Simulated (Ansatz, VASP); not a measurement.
**One calculation of Al, two programs**

```
CELL_PARAMETERS angstrom
-1.39757 1.59722 1.59722
1.59722 -1.39757 1.59722
1.59722 1.59722 -1.39757
ATOMIC_POSITIONS crystal
Al 0.00000 0.00000 0.00000
```

Alike in both runs: task single point; functional LDA; k mesh 24 × 24 × 24; occupations methfessel-paxton of order 1, width 0.2 eV; no spin polarisation.

|  | VASP | Ansatz |
| --- | --- | --- |
| version | VASP 6.6.1 | Ansatz 0.2.0 |
| potentials or method | VASP PAW LDA potentials, release 64 (Al) | scalar-relativistic, plane waves, PAW |
| plane-wave cutoff (eV) | 520 | 420 |
| valence electrons in the cell | 3 | 3 |

VASP gave:

| Quantity | Value |
| --- | --- |
| gap on the k mesh at the Fermi level (eV) | none |
| pressure (GPa) | 3.9 |
| largest component of the traceless stress (GPa) | 3.95 |

Question: Which values does Ansatz return?

Answer: gap on the k mesh at the Fermi level (eV): none; pressure (GPa): 3.8; largest component of the traceless stress (GPa): 3.93.

A gap of «none» marks a metal or a gap that the smearing closes.
